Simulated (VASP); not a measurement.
Set up this calculation in VASP 6.6.1, as the native input.

| Quantity | Value |
| --- | --- |
| Task | relaxation of the atoms |
| Functional | LDA |
| Potentials or basis | VASP PAW LDA potentials, release 64 (Si, C) |
| Cutoff | 600 eV |
| k mesh | 12 × 12 × 12 |
| Occupations | gaussian, width 0.03 eV |
| Spin | no spin polarisation |
| Further INCAR settings | ALGO = Normal; EDIFF = 1e-07; IBRION = 2; EDIFFG = -0.01; NSW = 40 |

The structure of SiC lies in POSCAR:

```
SiC                                     
1.0
    0.0000000000      2.0330182624      2.0330182624
    2.0330182624     -0.0000000000      2.0330182624
    2.0330182624      2.0330182624      0.0000000000
  Si              C             
     1     1
Direct
     0.0000000000000000    0.0000000000000000    0.0000000000000000
     0.5000000000000000    0.5000000000000000    0.5000000000000000
```

The cell was built by a generator and needn't be a form met in nature.

The cell isn't the ideal one: a relaxed cell with its volume scaled by 1.04.

These files were run (other wordings do the same):

INCAR

```
PREC = Accurate
ENCUT = 600
EDIFF = 1E-7
ISMEAR = 0
SIGMA = 0.03
LREAL = False
LASPH = True
NELM = 80
ALGO = Normal
ISIF = 2
LWAVE = False
LCHARG = False
IBRION = 2
NSW = 40
EDIFFG = -0.01
```

KPOINTS

```
regular mesh
0
Gamma
  12 12 12
```

Potentials or basis: VASP PAW LDA potentials, release 64 (Si, C).

The run is started by

```console
$ cat potpaw_LDA.64/Si/POTCAR potpaw_LDA.64/C/POTCAR > POTCAR
$ mpirun -np 1 vasp_std > vasp.out
```

It gave:

```json
{"Pressure after relaxing": "-10.3 GPa", "Band gap on the k mesh": "none (metal or under the smearing width)"}
```

Caveat: the relaxation stopped at its first step, so nothing moved.

It took 3.6 s on 1 thread of Intel(R) Xeon(R) 6975P-C (Granite Rapids), with other jobs on the host, peak memory 0.12 GiB.
